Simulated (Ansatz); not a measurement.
## Energy landscape near a Sr structure

All numbers below come from DFT PBE, scalar-relativistic, plane waves, PAW (Ansatz).

Plane waves to 420 eV, a k mesh through Γ of 12×12×12 on the computed 1-atom cell and Gaussian smearing (0.10 eV); no spin polarisation.

Reference cell:

```
CELL_PARAMETERS angstrom
0.00000 3.04235 3.04235
3.04235 0.00000 3.04235
3.04235 3.04235 0.00000
ATOMIC_POSITIONS crystal
Sr 0.00000 0.00000 0.00000
```

Each variant moves atoms of this cell by the vectors given, if any (Å), and then applies a symmetric strain (tensor components, Cartesian axes). The reference cell isn't relaxed at this level. Energies are per atom at zero smearing, counted from the lowest variant. Pressure is positive in compression.

1. strain (xx yy zz yz xz xy, %) 0.43 0.43 0.43 0.00 0.00 0.00
2. strain (xx yy zz yz xz xy, %) 1.87 1.87 1.87 0.00 0.00 0.00
3. strain (xx yy zz yz xz xy, %) -2.64 -2.64 -2.64 0.00 0.00 0.00
4. strain (xx yy zz yz xz xy, %) 0.69 0.69 0.69 0.00 0.00 0.00

| variant | ΔE (meV/atom) | P (GPa) | space group |
| --- | --- | --- | --- |
| 1 | 0.0 | -0.45 | Fm-3m |
| 2 | 10.4 | -0.84 | Fm-3m |
| 3 | 0.8 | 0.66 | Fm-3m |
| 4 | 1.4 | -0.52 | Fm-3m |